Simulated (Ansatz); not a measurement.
Runs of Ansatz 0.2.0 on Yb. It takes space group P6_3/mmc (No. 194, hexagonal). Conventional cell: a = 3.880 Å, b = 3.880 Å, c = 6.386 Å, α = 90.00°, β = 90.00°, γ = 120.00°. Yb (site symmetry -6m2) is surrounded by 12 Yb at 3.88 to 3.90 Å. This isn't the form of Yb at room conditions, which is fcc.

```csv
spin,fixed moment (μB),k mesh,gap on the mesh (eV),pressure (GPa),moment (μB)
"collinear, antiferromagnetic start",-,8 × 8 × 4,none,-2.2,0.00
"collinear, ferromagnetic start",3.0,7 × 7 × 4,-,(a),3.00
off,-,8 × 8 × 4,none,-2.2,-
"collinear, ferromagnetic start",0.5,7 × 7 × 4,-,-2.2,0.50
"non-collinear, random start",-,6 × 6 × 3,none,-2.1,0.21
"collinear, ferromagnetic start",2.0,7 × 7 × 4,-,-2.2,2.00
"collinear, program default start",0.0,7 × 7 × 4,-,-2.2,0.00
"collinear, random start",-,8 × 8 × 4,none,-2.2,0.00
"collinear, ferrimagnetic start",-,8 × 8 × 4,none,-2.2,0.00
"collinear, ferromagnetic start",4.0,7 × 7 × 4,-,-2.9,4.00
"collinear, ferromagnetic start",-,8 × 8 × 4,none,-2.2,0.00
"collinear, ferromagnetic start",1.0,7 × 7 × 4,-,-2.2,1.00
```

Alike in all rows: task single point; level PBE; potentials or basis Ansatz PAW; cell as given; cutoff (eV) 420; smearing fermi-dirac 0.05 eV.

**Question.** Estimate the missing entries.

**Answer.** (a) -2.6.

Caveats: spin-orbit coupling is left out, which moves the levels of the heavy elements (some runs); the total moment is fixed, so each spin has its own Fermi level (some runs); the thresholds are loose for stress (some runs); the starting moments weren't kept (some runs).

A k mesh can miss the band edges, and the runs leave out spin-orbit coupling on Yb.

A gap of «none» marks a metal or a gap under the smearing width.
